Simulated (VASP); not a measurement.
# Ge (Fd-3m) in VASP: notebook

One crystal, Ge, is run at these levels: PBE; tasks: single point.

All numbers are computed with VASP 6.6.1; they aren't measurements. Logs are shortened: lines on timing, memory, paths and dates and some standing lists are left out, and cuts for length are marked.

### 1 The undisturbed crystal

Symmetry: Fd-3m, No. 227, cubic system. The conventional cell has a = 5.658 Å, b = 5.658 Å, c = 5.658 Å, α = 90.00°, β = 90.00°, γ = 90.00°. Around Ge (site symmetry -43m) lie 4 Ge at 2.45 Å.

### 2 Single point, PBE (a relaxed cell with its volume scaled by 0.94)

INCAR

```
ALGO     = Fast           # electronic algorithm
EDIFF    = 1E-7           # SCF threshold, eV
ENCUT    = 520            # plane-wave cutoff, eV
GGA      = PE             # functional
ISIF     = 2              # what is computed and relaxed
ISMEAR   = 0              # smearing method
LASPH    = T              # aspherical terms in the spheres
LCHARG   = F              # write CHGCAR
LREAL    = F              # projectors in reciprocal space
LWAVE    = F              # write WAVECAR
NBANDS   = 21             # bands
NELM     = 100            # most SCF steps
PREC     = Accurate       # precision mode
SIGMA    = 0.02           # smearing width, eV
```

KPOINTS

```
k-points
0
Gamma
  2 2 2
```

POSCAR

```
Ge                                      
1.0
    0.0000000000      3.0769394989      3.0769394989
    3.0769394989     -0.0000000000      3.0769394989
    3.0769394989      3.0769394989     -0.0000000000
  Ge            
     2
Direct
     0.0000000000000000    1.0000000000000000    0.0000000000000000
     0.2500000000000000    0.2500000000000000    0.2500000000000000
```

Potentials or basis: VASP PAW PBE potentials, release 64 (Ge_d).

The run is started by

```sh
$ cat potpaw_PBE.64/Ge_d/POTCAR > POTCAR
$ mpirun -np 1 vasp_std > vasp.out
```

OUTCAR:

```text
EDIFF = 1E-7
   ENCUT = 520
   GGA = PE
   ISIF = 2
   ISMEAR = 0
   LASPH = T
   LREAL = F
   NELM = 100
   PREC = Accurate

 ion  position               nearest neighbor table
   1  0.000  0.000  0.000-   2 2.66   2 2.66   2 2.66   2 2.66
   2  0.250  0.250  0.250-   1 2.66   1 2.66   1 2.66   1 2.66

  LATTYP: Found a face centered cubic cell.
 ALAT       =     6.1538789978

  Lattice vectors:

 A1 = (   0.0000000000,   3.0769394989,   3.0769394989)
 A2 = (   3.0769394989,   0.0000000000,   3.0769394989)
 A3 = (   3.0769394989,   3.0769394989,   0.0000000000)

Analysis of symmetry for initial positions (statically):
=====================================================================
 Subroutine PRICEL returns:
 Original cell was already a primitive cell.

 Routine SETGRP: Setting up the symmetry group for a
 face centered cubic supercell.

 Subroutine GETGRP returns: Found 48 space group operations
 (whereof 24 operations were pure point group operations)
 out of a pool of 48 trial point group operations.

The static configuration has the point symmetry T_d .
 The point group associated with its full space group is O_h .

Analysis of symmetry for dynamics (positions and initial velocities):
=====================================================================
 Subroutine PRICEL returns:
 Original cell was already a primitive cell.

 Routine SETGRP: Setting up the symmetry group for a
 face centered cubic supercell.

 Subroutine GETGRP returns: Found 48 space group operations
 (whereof 24 operations were pure point group operations)
 out of a pool of 48 trial point group operations.

The dynamic configuration has the point symmetry T_d .
 The point group associated with its full space group is O_h .

 Subroutine INISYM returns: Found 48 space group operations
 (whereof 24 operations are pure point group operations),
 and found     1 'primitive' translations

----------------------------------------------------------------------------------------

                                     Primitive cell

  volume of cell :      58.2622

  direct lattice vectors                    reciprocal lattice vectors
     0.000000000  3.076939499  3.076939499    -0.162499133  0.162499133  0.162499133
     3.076939499  0.000000000  3.076939499     0.162499133 -0.162499133  0.162499133
     3.076939499  3.076939499  0.000000000     0.162499133  0.162499133 -0.162499133

  length of vectors
     4.351449570  4.351449570  4.351449570     0.281456754  0.281456754  0.281456754

  position of ions in fractional coordinates (direct lattice)
     0.000000000  0.000000000  0.000000000
     0.250000000  0.250000000  0.250000000

  ion indices of the primitive-cell ions
   primitive index   ion index
                 1           1
                 2           2

----------------------------------------------------------------------------------------

 KPOINTS: k-points

Automatic generation of k-mesh.
 Grid dimensions read from file:
 generate k-points for:    2    2    2

 Generating k-lattice:

  Cartesian coordinates                     Fractional coordinates (reciprocal lattice)
    -0.081249566  0.081249566  0.081249566     0.500000000  0.000000000  0.000000000
     0.081249566 -0.081249566  0.081249566     0.000000000  0.500000000  0.000000000
     0.081249566  0.081249566 -0.081249566     0.000000000  0.000000000  0.500000000

  Length of vectors
     0.140728377  0.140728377  0.140728377

  Shift w.r.t. Gamma in fractional coordinates (k-lattice)
     0.000000000  0.000000000  0.000000000

 Subroutine IBZKPT returns following result:
 ===========================================

 Found      3 irreducible k-points:

 Following reciprocal coordinates:
            Coordinates               Weight
  0.000000  0.000000  0.000000      1.000000
  0.500000  0.000000  0.000000      4.000000
  0.500000  0.500000  0.000000      3.000000
   k-points           NKPTS =      3   k-points in BZ     NKDIM =      3   number of bands    NBANDS=     21
   number of dos      NEDOS =    301   number of ions     NIONS =      2
   total plane-waves  NPLWV =  32768
   dimension x,y,z NGX =    32 NGY =   32 NGZ =   32
   dimension x,y,z NGXF=    64 NGYF=   64 NGZF=   64
   ions per type =               2
   NGX,Y,Z   is equivalent  to a cutoff of  12.23, 12.23, 12.23 a.u.
   NGXF,Y,Z  is equivalent  to a cutoff of  24.45, 24.45, 24.45 a.u.
 SYSTEM =  unknown system
   PREC   = accura    normal or accurate (medium, high low for compatibility)
   ISTART =      0    job   : 0-new  1-cont  2-samecut
   ICHARG =      2    charge: 1-file 2-atom 10-const
   ISPIN  =      1    spin polarized calculation?
   LNONCOLLINEAR =      F non collinear calculations
   LSORBIT =      F    spin-orbit coupling
   LASPH  =      T    aspherical Exc in radial PAW
   ENCUT  =  520.0 eV  38.22 Ry    6.18 a.u.   8.09  8.09  8.09*2*pi/ulx,y,z
   NELM   =    100;   NELMIN=  2; NELMDL= -5     # of ELM steps
   EDIFF  = 0.1E-06   stopping-criterion for ELM
   LREAL  =      F    real-space projection
   EDIFFG = 0.1E-05   stopping-criterion for IOM
   NSW    =      0    number of steps for IOM
   IBRION =     -1    ionic relax: 0-MD 1-quasi-New 2-CG
   NFREE  =      0    steps in history (QN), initial steepest desc. (CG)
   ISIF   =      2    stress and relaxation
   ISYM   =      2    0-nonsym 1-usesym 2-fastsym
   POTIM  = 0.5000    time-step for ionic-motion
   TEBEG  =    0.0;   TEEND  =   0.0 temperature during run
   PSTRESS=    0.0 pullay stress
   NELECT =      28.0000    total number of electrons
   NUPDOWN=      -1.0000    fix difference up-down
   EMIN   =  10.00;   EMAX   =-10.00  energy-range for DOS
   EFERMI =   0.00;   METHOD = LEGACY
   ISMEAR =     0;   SIGMA  =   0.02  broadening in eV -4-tet -1-fermi 0-gaus
   EFERMI_NEDOS =   21; number of points for ismear=-14 and -15
   IALGO  =     68    algorithm
   IMIX   =      4    mixing-type and parameters
     AMIX     =   0.40;   BMIX     =  1.00
     AMIX_MAG =   1.60;   BMIX_MAG =  1.00
  volume/ion in A,a.u.               =      29.13       196.59
  Fermi-wavevector in a.u.,A,eV,Ry     =   1.282326  2.423245 22.372886  1.644361
  Thomas-Fermi vector in A             =   2.414644
   LORBIT       =      0    0 simple, 1 ext, 2 COOP (PROOUT), +10 PAW based schemes
   GGA     = PE    functional components
   LHFCALC =     F    Hartree Fock is set to
   AEXX    =    0.0000 exact exchange contribution
   IVDW    =     0    specifies the selected vdW correction
   LEPSILON=     F    determine dielectric tensor
   LRPA    =     F    only Hartree local field effects (RPA)
 non-spin polarized calculation
 RMM-DIIS sequential band-by-band and
 Gauss-broadening in eV      SIGMA  =   0.02
  energy-cutoff  :      520.00
  volume of cell :       58.26
 maximum number of plane-waves:      1588
   NGX = 17   NGY = 17   NGZ = 17

 number of electron      27.9999976 magnetization

 Free energy of the ion-electron system (eV)
  ---------------------------------------------------
  ext. energy  EPLUGINS =         0.00000000
  ---------------------------------------------------
  free energy    TOTEN  =        -6.81750373 eV

  energy without entropy =       -6.81186183  energy(sigma->0) =       -6.81468278

 E-fermi :   2.5439     XC(G=0):  -8.6629

 val. band max:        2.5438688532   @ k =   0.5000   0.0000   0.0000
 cond. band min:       2.9944211427   @ k =   0.0000   0.0000   0.0000
 fundamental gap:      0.4505522895
 Fermi energy:         2.5438688532

 k-point     1 :       0.0000    0.0000    0.0000
  band No.  band energies     occupation
      1     -21.4062      2.00000
      2     -21.4062      2.00000
      3     -21.4062      2.00000
      4     -21.3865      2.00000
      5     -21.3865      2.00000
      6     -21.2775      2.00000
[... 13 lines left out ...]
     20      11.7501      0.00000
     21      11.7501      0.00000

 k-point     2 :       0.5000    0.0000    0.0000
  band No.  band energies     occupation
      1     -21.4192      2.00000
      2     -21.4192      2.00000
      3     -21.3960      2.00000
      4     -21.3652      2.00000
      5     -21.3652      2.00000
      6     -21.3007      2.00000
[... 13 lines left out ...]
     20      12.1424      0.00000
     21      12.9170      0.00000

 k-point     3 :       0.5000    0.5000    0.0000
  band No.  band energies     occupation
      1     -21.4247      2.00000
      2     -21.4247      2.00000
      3     -21.3763      2.00000
      4     -21.3763      2.00000
      5     -21.3310      2.00000
      6     -21.3310      2.00000
[... 13 lines left out ...]
     20      12.3993      0.00000
     21      14.5000      0.00000

------------------------ aborting loop because EDIFF is reached ----------------------------------------

  FORCE on cell =-STRESS in cart. coord.  units (eV):
  Direction    XX          YY          ZZ          XY          YZ          ZX
  --------------------------------------------------------------------------------------
  -------------------------------------------------------------------------------------
  Total        0.8982704      0.8982704      0.8982704      0.0000000     -0.0000000      0.0000000
  in kB       24.7019242     24.7019242     24.7019242      0.0000000     -0.0000000      0.0000000
  external PRESSURE =      24.7019242 kB  Pullay stress =       0.0000000 kB

 VOLUME and BASIS-vectors are now :
 -----------------------------------------------------------------------------
  energy-cutoff  :      520.00
  volume of cell :       58.26
      direct lattice vectors                 reciprocal lattice vectors
     0.000000000  3.076939499  3.076939499    -0.162499133  0.162499133  0.162499133
     3.076939499  0.000000000  3.076939499     0.162499133 -0.162499133  0.162499133
     3.076939499  3.076939499  0.000000000     0.162499133  0.162499133 -0.162499133

 POSITION                                       TOTAL-FORCE (eV/Angst)
 -----------------------------------------------------------------------------------
      0.00000      0.00000      0.00000         0.000000      0.000000      0.000000
      1.53847      1.53847      1.53847        -0.000000     -0.000000     -0.000000
 -----------------------------------------------------------------------------------
    total drift:                               -0.000000      0.000000      0.000000

  FREE ENERGIE OF THE ION-ELECTRON SYSTEM (eV)
  ---------------------------------------------------
  free  energy   TOTEN  =        -6.8175037251 eV

  energy  without entropy=       -6.8118618293  energy(sigma->0) =       -6.81468278
```

It took 5.9 s on 1 thread of Intel Xeon Platinum 8488C (Sapphire Rapids), shared host; peak memory 0.16 GiB.

Results:

* Free energy: -6.8175 eV
* Pressure: 2.5 GPa
* Band gap on the k mesh: none (metal or under the smearing width)

Caveat: the k mesh is coarse (spacing up to 0.88 Å⁻¹), so the values aren't converged.

### 3 Single point, PBE (a relaxed cell with its volume scaled by 1.06)

INCAR is that of step 2.

KPOINTS is that of step 2.

POSCAR

```
Ge                                      
1.0
    0.0000000000      3.2026658391      3.2026658391
    3.2026658391     -0.0000000000      3.2026658391
    3.2026658391      3.2026658391     -0.0000000000
  Ge            
     2
Direct
     0.0000000000000000    1.0000000000000000    0.0000000000000000
     0.2500000000000000    0.2500000000000000    0.2500000000000000
```

Potentials or basis: VASP PAW PBE potentials, release 64 (Ge_d).

The run is started by

```sh
$ cat potpaw_PBE.64/Ge_d/POTCAR > POTCAR
$ mpirun -np 1 vasp_std > vasp.out
```

Wall time 7.3 s (1 thread of Intel Xeon Platinum 8488C (Sapphire Rapids), shared host); peak memory 0.19 GiB.

Results (log left out):

```yaml
Free_energy: -6.8237 eV
Pressure: -1.8 GPa
Band_gap_on_the_k_mesh: none (metal or under the smearing width)
```

Levels at points of the mesh, in eV from the Fermi level:
```csv
k point,band 10,band 11,band 12,band 13,band 14,band 15,band 16,band 17,band 18,band 19
"(0.00, 0.00, 0.00)",-23.68,-9.83,-2.20,0.64,0.64,0.64,2.89,2.89,2.89,6.22
"(0.50, 0.00, 0.00)",-23.66,-8.49,-5.86,-0.31,-0.31,0.00,3.98,3.98,7.03,8.27
"(0.50, 0.50, 0.00)",-23.66,-7.20,-7.20,-1.39,-1.39,1.61,1.61,7.35,7.35,9.20
```

Caveat: the k mesh is coarse (spacing up to 0.85 Å⁻¹), so the values aren't converged.

### 4 Single point, PBE (a relaxed cell with its volume scaled by 0.91)

INCAR is that of step 3.

KPOINTS is that of step 3.

POSCAR

```
Ge                                      
1.0
    0.0000000000      3.0438515635      3.0438515635
    3.0438515635     -0.0000000000      3.0438515635
    3.0438515635      3.0438515635     -0.0000000000
  Ge            
     2
Direct
     0.0000000000000000    1.0000000000000000    0.0000000000000000
     0.2500000000000000    0.2500000000000000    0.2500000000000000
```

The run is started by

```sh
$ cat potpaw_PBE.64/Ge_d/POTCAR > POTCAR
$ mpirun -np 1 vasp_std > vasp.out
```

It took 5.8 s on 1 thread of Intel Xeon Platinum 8488C (Sapphire Rapids), shared host; peak memory 0.16 GiB.

Results (log left out):

- Free energy: -6.7794 eV
- Pressure: 4.0 GPa
- Band gap on the k mesh: none (metal or under the smearing width)

Levels at points of the mesh, in eV from the Fermi level:
| k point | band 12 | band 13 | band 14 | band 15 | band 16 | band 17 |
| --- | --- | --- | --- | --- | --- | --- |
| (0.00, 0.00, 0.00) | -1.37 | 0.39 | 0.39 | 0.39 | 2.76 | 2.76 |
| (0.50, 0.00, 0.00) | -6.42 | -0.73 | -0.73 | 0.00 | 3.91 | 3.91 |
| (0.50, 0.50, 0.00) | -7.79 | -2.03 | -2.03 | 1.30 | 1.30 | 8.17 |

Caveat: the k mesh is coarse (spacing up to 0.89 Å⁻¹), so the values aren't converged.

### 5 Single point, PBE (a relaxed cell with its volume scaled by 1.09)

INCAR is that of step 4.

KPOINTS is that of step 4.

POSCAR

```
Ge                                      
1.0
    0.0000000000      3.2325990305      3.2325990305
    3.2325990305     -0.0000000000      3.2325990305
    3.2325990305      3.2325990305     -0.0000000000
  Ge            
     2
Direct
     0.0000000000000000    1.0000000000000000    0.0000000000000000
     0.2500000000000000    0.2500000000000000    0.2500000000000000
```

The run is started by

```sh
$ cat potpaw_PBE.64/Ge_d/POTCAR > POTCAR
$ mpirun -np 1 vasp_std > vasp.out
```

Run time: 7 s. Hardware: 1 thread of Intel Xeon Platinum 8488C (Sapphire Rapids), shared host; peak memory 0.18 GiB.

Results (log left out):

```
Free energy            : -6.7988 eV
Pressure               : -2.5 GPa
Band gap on the k mesh : none (metal or under the smearing width)
```

Levels at points of the mesh, in eV from the Fermi level:
| k point | band 11 | band 12 | band 13 | band 14 | band 15 | band 16 | band 17 | band 18 |
| --- | --- | --- | --- | --- | --- | --- | --- | --- |
| (0.00, 0.00, 0.00) | -9.66 | -2.34 | 0.67 | 0.67 | 0.67 | 2.90 | 2.90 | 2.90 |
| (0.50, 0.00, 0.00) | -8.37 | -5.80 | -0.24 | -0.24 | 0.00 | 3.97 | 3.97 | 6.92 |
| (0.50, 0.50, 0.00) | -7.11 | -7.11 | -1.29 | -1.29 | 1.64 | 1.64 | 7.20 | 7.20 |

Caveat: the k mesh is coarse (spacing up to 0.84 Å⁻¹), so the values aren't converged.

### 6 The runs side by side

| cell | gap on the mesh (eV) | pressure (GPa) |
| --- | --- | --- |
| a relaxed cell with its volume scaled by 0.94 | none | 2.5 |
| a relaxed cell with its volume scaled by 1.06 | none | -1.8 |
| a relaxed cell with its volume scaled by 0.91 | none | 4.0 |
| a relaxed cell with its volume scaled by 1.09 | none | -2.5 |

Alike in all rows: task single point; level PBE; potentials or basis VASP PAW PBE potentials, release 64 (Ge_d); no spin polarisation; k mesh 2 × 2 × 2; cutoff (eV) 520; smearing gaussian 0.02 eV; the mesh is coarse, so values aren't converged.

Caveats: all runs use coarse meshes.

Total energies depend on the potentials used, so only differences within one code and one set of settings carry meaning.
